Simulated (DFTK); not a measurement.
# Si2W (I4/mmm) in DFTK: a series of runs

One crystal, Si2W, is run at these levels: PBE, PBEsol; tasks: single point.

Program: DFTK 0.8.2. These are calculated values, not measurements. Logs are shortened: lines on timing, memory, paths and dates and some standing lists are left out, and cuts for length are marked.

## (1) The crystal as given

Symmetry: I4/mmm, No. 139, tetragonal system. Conventional cell: a = 3.214 Å, b = 3.214 Å, c = 7.830 Å, α = 90.00°, β = 90.00°, γ = 90.00°. W (site symmetry 4/mmm) has 10 Si at 2.62 Å as nearest neighbours. Around Si (site symmetry 4mm) lie 5 Si at 2.59 to 2.63 Å and 5 W at 2.62 Å.

## (2) Single point, PBE

run.jl reads:

```julia
using DFTK
using PseudoPotentialData
using Unitful, UnitfulAtomic
using LinearAlgebra, Printf
include("save.jl")
disable_threading()

# lattice vectors are the columns
lattice = austrip(1u"Å") * [       -1.6069         1.6069         1.6069;
                   1.6069        -1.6069         1.6069;
                  3.91495        3.91495       -3.91495]
symbols   = [:W, :Si, :Si]
positions = [[0.0, 0.0, 0.0],
             [0.6653, 0.6653, 0.0],
             [0.3347, 0.3347, 0.0]]
pseudopotentials = PseudoFamily("dojo.nc.sr.pbe.v0_4_1.standard.upf")
elements = Dict(s => ElementPsp(s, pseudopotentials) for s in unique(symbols))
atoms    = [elements[s] for s in symbols]

build_model(lattice, positions; symmetries=true) =
    model_DFT(lattice, atoms, positions;
              functionals=PBE(),
              temperature=austrip(0.05u"eV"),
              smearing=Smearing.FermiDirac(),
              symmetries)
Ecut  = 37.0  # hartree
kgrid = [12, 12, 12]
tol   = 1e-6
to_GPa = ustrip(uconvert(u"GPa", 1u"hartree/bohr^3"))

model = build_model(lattice, positions)
basis = PlaneWaveBasis(model; Ecut, kgrid)
display(basis)
scfres = self_consistent_field(basis;
                               tol,
                               nbandsalg=AdaptiveBands(model; n_bands_converge=16))
display(scfres.energies)
@printf "Fermi level: %.6f eV\n" ustrip(auconvert(u"eV", something(scfres.εF, NaN)))
forces = compute_forces_cart(scfres)
println("Forces (eV/Å)")
for (s, f) in zip(symbols, forces)
    @printf "%-3s %12.6f %12.6f %12.6f\n" s ustrip.(auconvert.(u"eV/Å", f))...
end
stress = compute_stresses_cart(scfres)
println("Stress (GPa)")
display(round.(stress * to_GPa; digits=4))
println("Levels at the first k-point (eV): ", round.(ustrip.(auconvert.(u"eV", scfres.eigenvalues[1][1:scfres.n_bands_converge])); digits=4))
save_scf!(scfres; forces, stress)
```

Potentials or basis: dojo.nc.sr.pbe.v0_4_1.standard.upf (PBE).

Run with:

```console
> julia --threads=1 run.jl  # save.jl only writes the numbers to a file and isn't shown; printed stress counts tension as positive; times include loading and compiling
```

The log of the run:

```text
PlaneWaveBasis discretization:

    Ecut                 : 37.0 Ha
    fft_size             : (50, 50, 50), 125000 total points
    kgrid                : MonkhorstPack([12, 12, 12])
    num.   red. kpoints  : 1728
    num. irred. kpoints  : 163

    Discretized Model(gga_x_pbe+gga_c_pbe, 3D):
        lattice (in Bohr)    : [-3.0366   , 3.0366    , 3.0366    ]
                               [3.0366    , -3.0366   , 3.0366    ]
                               [7.39818   , 7.39818   , -7.39818  ]
        unit cell volume     : 272.87 Bohr³

        atoms                : Si₂W
        pseudopot. family    : PseudoFamily("dojo.nc.sr.pbe.v0_4_1.standard.upf")

        num. electrons       : 22
        spin polarization    : none
        temperature          : 0.0018375 Ha
        smearing             : DFTK.Smearing.FermiDirac()

        terms                : Kinetic()
                               AtomicLocal()
                               AtomicNonlocal()
                               Ewald(nothing)
                               PspCorrection()
                               Hartree()
                               Xc(gga_x_pbe, gga_c_pbe)
                               Entropy()
n     Energy            log10(ΔE)   log10(Δρ)   Diag   Δtime
---   ---------------   ---------   ---------   ----   ------
  1   -84.33962551185                   -0.91    6.6    41.6s
  2   -84.35011933154       -1.98       -1.28    1.3    18.6s
  3   -84.35236240480       -2.65       -2.13    3.8    30.2s
  4   -84.35243778039       -4.12       -2.83    2.5    34.5s
  5   -84.35244101790       -5.49       -3.41    3.3    55.8s
  6   -84.35244120786       -6.72       -4.30    3.1    26.0s
  7   -84.35244121368       -8.24       -4.85    4.0    31.1s
  8   -84.35244121376      -10.08       -5.64    2.6    25.1s
  9   -84.35244121377      -11.16       -6.13    3.9    28.7s
Energy breakdown (in Ha):
    Kinetic             23.7870572
    AtomicLocal         -55.5106654
    AtomicNonlocal      13.6401346
    Ewald               -62.6385811
    PspCorrection       2.4504600
    Hartree             13.7742191
    Xc                  -19.8549941
    Entropy             -0.0000715

    total               -84.352441213772
Fermi level: 13.709518 eV
Forces (eV/Å)
W      -0.000000    -0.000000     0.000000
Si     -0.000000    -0.000000     0.077627
Si      0.000000     0.000000    -0.077627
Stress (GPa)
3×3 StaticArraysCore.SMatrix{3, 3, Float64, 9} with indices SOneTo(3)×SOneTo(3):
 -3.1434   0.0      0.0
  0.0     -3.1434   0.0
  0.0      0.0     -3.7168
Levels at the first k-point (eV): [-60.1828, -24.4373, -24.4143, -24.4143, -0.3878, 6.8371, 9.9525, 10.3746, 10.8504, 10.8504, 14.3055, 16.4385, 16.6374, 16.7611, 16.7611, 18.3189]
```

Run time: 9.4 min. Hardware: 1 thread of Intel Xeon 6975P-C (Granite Rapids), shared host; peak memory 3.9 GiB.

Results:

```yaml
Free_energy: -2295.3469 eV
Pressure: 3.3 GPa
Largest_force: 0.078 eV/Å
Band_gap_on_the_k_mesh: none (metal or under the smearing width)
```

Forces in eV/Å, atoms in the order of the input:
```
W    0.000  0.000  0.000
Si   0.000  0.000  0.078
Si   0.000  0.000 -0.078
```

Stress tensor (GPa, compression positive):
```
3.14 0.00 0.00
0.00 3.14 0.00
0.00 0.00 3.72
```

## (3) Single point, PBEsol

run.jl, as its differences from that of step 2:

```diff
@@ -15,3 +15,3 @@
              [0.3347, 0.3347, 0.0]]
-pseudopotentials = PseudoFamily("dojo.nc.sr.pbe.v0_4_1.standard.upf")
+pseudopotentials = PseudoFamily("dojo.nc.sr.pbesol.v0_4_1.standard.upf")
 elements = Dict(s => ElementPsp(s, pseudopotentials) for s in unique(symbols))
@@ -21,3 +21,3 @@
     model_DFT(lattice, atoms, positions;
-              functionals=PBE(),
+              functionals=PBEsol(),
               temperature=austrip(0.05u"eV"),
```

Potentials or basis: dojo.nc.sr.pbesol.v0_4_1.standard.upf (PBEsol).

Run with:

```console
> julia --threads=1 run.jl  # save.jl only writes the numbers to a file and isn't shown; printed stress counts tension as positive; times include loading and compiling
```

Wall time 16 min (1 thread of Intel Xeon Platinum 8259CL at 2.50GHz (Skylake/Cascade Lake), shared host); peak memory 4.3 GiB.

It converged, with:

| Property | Result |
| --- | --- |
| Free energy | -2295.1083 eV |
| Pressure | -2.0 GPa |
| Largest force | 0.024 eV/Å |
| Band gap on the k mesh | none (metal or under the smearing width) |

Forces on the atoms (eV/Å):
```
W    0.000  0.000  0.000
Si   0.000  0.000  0.024
Si   0.000  0.000 -0.024
```

Stress tensor (GPa, compression positive):
```
-2.14  0.00  0.00
 0.00 -2.14  0.00
 0.00  0.00 -1.60
```

Levels at points of the mesh, in eV from the Fermi level:
```csv
k point,band 8,band 9,band 10,band 11,band 12,band 13,band 14,band 15
"(0.00, 0.00, 0.00)",-3.36,-2.85,-2.85,0.59,2.75,2.91,3.07,3.07
"(-0.50, 0.00, 0.00)",-4.86,-2.81,-2.79,-0.46,2.66,2.79,3.93,4.40
"(-0.50, -0.50, 0.00)",-5.48,-5.03,-3.27,-1.77,2.80,2.93,3.09,3.89
"(-0.50, -0.50, -0.50)",-2.60,-0.84,-0.84,-0.52,-0.52,0.77,4.51,4.84
```
